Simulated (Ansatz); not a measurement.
## Sb: frozen-core PAW against all-electron methods

```xyz
2
Lattice="3.3690 0.0000 0.0000 -1.6845 2.9176 0.0000 0.0000 0.0000 5.3300" Properties=species:S:1:pos:R:3 pbc="T T T"
Sb    0.0000    1.9451    1.3325
Sb    1.6845    0.9725    3.9975
```

Atom numbers follow the list: Sb1, Sb2.

The cell is COD entry 1539203, as deposited and not checked against the literature; nothing was relaxed.

No spin–orbit coupling, which matters for the heavy atoms here.

Methods: DFT, PBE, PAW with Ansatz's default frozen-core files, scalar-relativistic (Ansatz 0.2.0); DFT, PBE, all-electron PAW with datasets made for the crystal, scalar-relativistic (Ansatz 0.2.0); DFT, PBE, all-electron LAPW, scalar-relativistic (Ansatz 0.2.0).

For PAW: a Γ-centred 12×12×7 k mesh, Fermi–Dirac smearing of 0.05 eV, cutoff 420 eV, no spin polarisation. The crystal-made all-electron datasets (AE datasets) take a cutoff of 160 eV at this cell. LAPW targets a basis error of 0.5 meV/atom. The Ansatz runs share mesh, smearing and spin set-up. Plane-wave (PAW) pressures include the program's estimate of the Pulay term.

Stress and pressure are positive in compression.

Spin–orbit coupling is left out, which moves gradients at and beside heavy atoms by some per cent and at worst by a factor of two.

In a metal, gradients converge slowly with the k mesh: the values move by tens of per cent from one mesh to another, at times in sign, so only the comparison on one mesh counts.

Levels count from the Fermi level.

```json
{"quantity": "pressure (GPa)", "PAW": "3.03", "AE datasets": "3.03", "LAPW": "3.03"}
{"quantity": "stress xx (GPa)", "PAW": "3.40", "AE datasets": "3.41", "LAPW": "3.41"}
{"quantity": "stress zz (GPa)", "PAW": "2.28", "AE datasets": "2.28", "LAPW": "2.28"}
{"quantity": "highest filled level at Γ (eV)", "PAW": "-5.967", "AE datasets": "-5.968", "LAPW": "-5.968"}
{"quantity": "lowest empty level at Γ (eV)", "PAW": "3.308", "AE datasets": "3.307", "LAPW": "3.307"}
{"quantity": "field gradient Vzz at Sb1 (10²¹ V/m²)", "PAW": "2.29", "AE datasets": "2.26", "LAPW": "–"}
```
